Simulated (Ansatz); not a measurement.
`N#CB(F)F` + acetic acid → `CC(=O)OB(F)F` + `C#N` at 500 K and 1 bar (ligand exchange at a B–C bond).

Gas-phase electronic energies from Ansatz, PBE0-D4/def2-TZVP geometries. CBS: MP2 limit from def2 TZ/QZ plus the TZ coupled-cluster correction, frozen cores. This one scheme is used for every species. Each species was taken in one conformer, which may not be the lowest.

```csv
species,CCSD(T)/CBS energy (Eh),H − E (kJ/mol),S (J/(mol·K))
`N#CB(F)F`,-317.24121,77.4,328.0
`CC(=O)O`,-228.87529,193.9,329.7
`CC(=O)OB(F)F`,-452.81860,209.6,425.1
`C#N`,-93.32098,60.1,220.8
```

H − E and S are ideal-gas, rigid-rotor, harmonic terms from PBE0-D4/def2-TZVP, for one conformer and one mirror image of each species. 1 Eh = 2625.50 kJ/mol, R = 8.31446 J/(mol·K).

**Question.** By hand: ΔE, ΔH, ΔS and ΔG.

**Answer.** ΔE = (-452.81860) + (-93.32098) − (-317.24121) − (-228.87529) = -0.02308 Eh = -60.6 kJ/mol. Δ(H − E) = 209.6 + 60.1 − 77.4 − 193.9 = -1.6, so ΔH = -62.2 kJ/mol. ΔS = 425.1 + 220.8 − 328.0 − 329.7 = -11.8 J/(mol·K). ΔG = -62.2 − 500 × (-11.8)/1000 = -56.3 kJ/mol.

**Question.** By hand: the equilibrium constant, and the temperature at which ΔG would vanish if ΔH and ΔS stayed fixed.

**Answer.** log₁₀ K = −ΔG/(RT ln 10) = 5.9. ΔG = 0 at ΔH/ΔS = 5271 K, far beyond where these terms or the molecules hold.

The number of gas molecules stays the same, so ΔS is small and ΔH decides. A doubt of 5 kJ/mol in ΔE shifts log₁₀ K by 0.5 here. Other conformers and mirror images would add mixing entropy, several J/(mol·K) or more a flexible species. Modes under 60 cm⁻¹, often nearly free rotors, make the harmonic entropy too high. These are equilibria of isolated gas molecules and say nothing of rates. Largest T1 diagnostic: 0.015 (customary marks: 0.02 for closed shells, 0.045 for open ones).
